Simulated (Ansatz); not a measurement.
Space group C2/m (No. 12). a = 5.370 Å, b = 3.103 Å, c = 7.255 Å, α = 90.00°, β = 107.51°, γ = 90.00°
```
atom site symmetry x y z
   F    4i m  0.5827  0.5000  0.0952
   F    4i m  0.9956  0.5000  0.5953
```

Equation of state of this F structure (not necessarily the ground state), with shape and atoms relaxed at each volume where symmetry leaves them free. Method: DFT r2SCAN, scalar-relativistic, plane waves, PAW in Ansatz 0.2.0.

Settings: cutoff 500 eV, Γ-centred mesh 8×8×4 on the computed 4-atom cell, Gaussian smearing of 0.02 eV; no spin polarisation.

```tsv
V (Å³/atom)	E − E(largest V) (meV/atom)	P (GPa)	gap on mesh (eV)
13.549	0.41	0.50	3.60
13.981	-0.56	0.22	3.64
14.413	-0.82	0.00	3.69
14.846	-0.61	-0.16	3.74
15.278	0.00	-0.29	3.78
```

Question: Fit a third-order Birch–Murnaghan equation to E(V).

Answer: V0 = 14.41 Å³/atom, B0 = 6 GPa, B0' = 9.2. B0' is unusual or poorly fixed by this range.

The cell holds molecules, and where no dispersion correction was added their binding is poorly described.

Cost: 5 runs of about 12 core-minutes in all, on Intel Xeon Processor @ 2.50GHz (Skylake/Cascade Lake) (shared hosts).